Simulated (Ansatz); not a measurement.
# Ionic part of the dielectric constant of BN at 3 GPa, mode by mode

Method: DFT PBEsol, scalar-relativistic, plane waves, PAW (Ansatz 0.2.0). Plane waves to 420 eV; Γ-centred k mesh 12×12×12; fixed occupations. No spin polarisation. Phonons by linear response, acoustic sum rule imposed.

The structure is trigonal, space group R3m (No. 160). Conventional cell: a = 2.498 Å, b = 2.498 Å, c = 9.334 Å, α = 90.00°, β = 90.00°, γ = 120.00°. B (site symmetry 3m) has 3 N at 1.44 Å as nearest neighbours. Around N (site symmetry 3m) lie 3 B at 1.44 Å.

The crystal is built of layers and no dispersion correction was added, so the binding between them is poorly described, and with it their spacing and whatever depends on it.

The primitive cell has V = 16.81 Å³ and ε∞,xx = 5.048. Each polar mode adds Δε = (4.92064×10⁷/V)·S/ν² along x, with S its oscillator strength in e²/amu, ν in cm⁻¹ and V in Å³.

**Question.** From these modes, find each Δε and ε0,xx.
| ν (cm⁻¹) | S_xx (e²/amu) |
| --- | --- |
| 730.3 | 0.00088 |
| 1376.7 | 0.2994 |
| 1376.7 | 0.8818 |

**Answer.**
| ν (cm⁻¹) | Δε |
| --- | --- |
| 730.3 | 0.00 |
| 1376.7 | 0.46 |
| 1376.7 | 1.36 |

The sum is 1.829, so ε0,xx = 6.88; the run's tensor has 6.88.

This form isn't the usual stable structure of the compound at low pressure.

Cost: 1 run of about 0.72 core-minutes, on Intel Xeon 6975P-C (Granite Rapids) (shared hosts).